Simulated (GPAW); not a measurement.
Runs of GPAW 26.7.0 on CaO. It takes space group Fm-3m (No. 225, cubic). The conventional cell has a = 4.807 Å, b = 4.807 Å, c = 4.807 Å, α = 90.00°, β = 90.00°, γ = 90.00°. Around Ca (site symmetry m-3m) lie 6 O at 2.40 Å. O (site symmetry m-3m) has 6 Ca at 2.40 Å as nearest neighbours. The cell is a database's computed one.

```csv
task,level,potentials or basis,k mesh,cutoff (eV),hybrids on these orbitals,oneshot functional,gap on the mesh (eV),V0 of scaled cells (Å³/atom),B0 (GPa)
equation of state,PBEsol,"PAW data sets generated in the run's folder for this functional, pw",8 × 8 × 8,800,-,-,-,(b),115
equation of state,PBEsol+D3,"PAW data sets generated in the run's folder for this functional, pw",8 × 8 × 8,800,-,-,-,13.39,120
single point,TB-mBJ,"GPAW PAW data sets for LDA (gpaw-data 1.2.1), pw",8 × 8 × 8,800,-,-,5.32,-,-
one-shot levels of the hybrid HSE06,LDA,"the program's PAW data sets (release 1.2.1) made for this functional, pw",6 × 6 × 6,600,"["HSE06", "YS-PBE0", "B3LYP"]",HSE06,(a),-,-
```

Alike in all rows: no spin polarisation; cell as given; smearing fermi-dirac 0.05 eV.

Task: Estimate the missing entries.

Result: (a) 3.52; (b) 13.64.

Caveats: a model potential gives levels but no total energy (some runs); the PAW data sets were made with another functional, which shifts forces and pressure a little (some runs); the cutoff is short for stress and forces, so pressures can be off by a GPa or more (some runs); energy and the plain gap are those of the semilocal run (some runs); the hybrids' values are one shot on its orbitals and mesh (some runs).

A k mesh can miss the band edges.
